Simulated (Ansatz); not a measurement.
MgB2 under changes of volume

One of the cells (9.679 Å³/atom); the others are scaled copies at fixed shape and fractional positions:

```xyz
3
Lattice="3.0850 0.0000 0.0000 -1.5425 2.6717 0.0000 0.0000 0.0000 3.5230" Properties=species:S:1:pos:R:3 pbc="T T T"
Mg    0.0000    0.0000    0.0000
B     1.5425    0.8906    1.7615
B     0.0000    1.7811    1.7615
```

* Program: Ansatz 0.2.0
* Functional: LDA
* Potentials or basis: Ansatz PAW
* Cutoff: 420 eV (not typed: the program's choice for these potentials)
* k mesh: 10 × 10 × 8
* Occupations: fermi-dirac, width 0.05 eV
* Spin: no spin polarisation

```csv
volume (Å³/atom),energy over the lowest point (meV/atom),pressure (GPa)
9.098,0.30,2.0
9.292,0.00,-1.5
9.485,?,?
9.679,10.98,-7.5
9.873,21.58,-10.1
10.066,35.18,-12.4
10.260,51.50,-14.6
```

Question: What does the run at 9.485 Å³/atom give?

Answer: Energy over the lowest point 3.68 meV/atom; pressure -4.6 GPa.

Worked out: A Birch-Murnaghan fit of order 3 (a polynomial in V^(-2/3)) to the other rows has its minimum at 9.21 Å³/atom with B0 = V·E''(V) = 163 GPa and B' = 3.6 at fixed shape and positions, which overstates the stiffness. It gives 3.66 meV/atom at 9.485 Å³/atom, against the run's 3.68, and -dE/dV = -4.6 GPa, against -4.6.

Energies are extrapolated to zero smearing.

Caveats: the PAW data sets come from PBE, with cores solved anew for the run's functional, which leaves a small shift of forces and pressure.
